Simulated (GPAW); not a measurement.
Au:

```
Au
1.0
     0.00000    2.03500    2.03500
     2.03500    0.00000    2.03500
     2.03500    2.03500    0.00000
Au
1
Direct
  0.00000 0.00000 0.00000
```

Program: GPAW 26.7.0. Alike in all runs: task band structure; cell as given; k mesh 11 × 11 × 11; cutoff (eV) 600; smearing fermi-dirac 0.05 eV.

**Question.** Order these runs on this cell by their pressure, lowest first.
A. level LDA+U; potentials or basis the program's PAW data sets (release 1.2.1) made for this functional, pw; spin off; U Au d U = 3.5 eV; band points 80
B. level PW91; potentials or basis PAW data sets generated in the run's folder for this functional, pw; spin SOC, no magnetisation; band points 100; spin axis theta (degrees) 0; spin axis phi (degrees) 0
C. level LDA; potentials or basis JTH PAW 2.0, LDA, pw; spin off; band points 60; data set Au jth
D. level r2SCAN; potentials or basis GPAW PAW data sets (gpaw-data 1.2.1), pw; spin SOC, no magnetisation; band points 100; spin axis theta (degrees) 90; spin axis phi (degrees) 0

**Answer.** C (-3.4 GPa), A (-1.3 GPa), D (10.1 GPa), B (13.8 GPa).

Caveats: with this Au data set, volumes or pressures lay over 1.5 % or 2 GPa off other programs in two to four cells of ten (some runs); spin-orbit coupling was added after a scalar SCF, so levels and gaps hold it while energy, forces, pressure and moments don't (some runs); the program truncates these outside data sets (some runs); the PAW data sets were made with another functional, which shifts forces and pressure a little (some runs); U without spin polarisation on a metal has little footing (some runs).
